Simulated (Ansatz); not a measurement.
FePt (Tetraferroplatinum):

```
CELL_PARAMETERS angstrom
2.72350 0.00000 0.00000
0.00000 2.72350 0.00000
0.00000 0.00000 3.72000
ATOMIC_POSITIONS crystal
Pt 0.50000 0.50000 0.50000
Fe 0.00000 0.00000 0.00000
```

Base run:

```yaml
Program: Ansatz 0.2.0
Functional: PBE
Potentials_or_basis: Ansatz PAW
Cutoff: "420 eV (not typed: the program's choice for these potentials)"
k_mesh: 7 × 7 × 5
Occupations: fermi-dirac, width 0.05 eV
Spin: non-collinear spin, ferromagnetic start, spin-orbit coupling
Starting_moments: "[[0.0, 0.0, 0.0], [3.0, 0.0, 0.0]] μB"
```

Its results: band gap on the k mesh none (metal or under the smearing width); pressure 3.1 GPa; net moment 3.25 μB per cell.

**Question.** The run is repeated on the same cell with these changes: functional from PBE to PBEsol. What comes out?

**Answer.** Band gap on the k mesh none (metal or under the smearing width); pressure -6.3 GPa; net moment 3.25 μB per cell.

PBEsol binds more tightly than PBE, so the same cell stands under less pressure.

Caveats: the thresholds are loose for stress; the PAW data sets come from PBE, with cores solved anew for the run's functional, which leaves a small shift of forces and pressure (some runs).
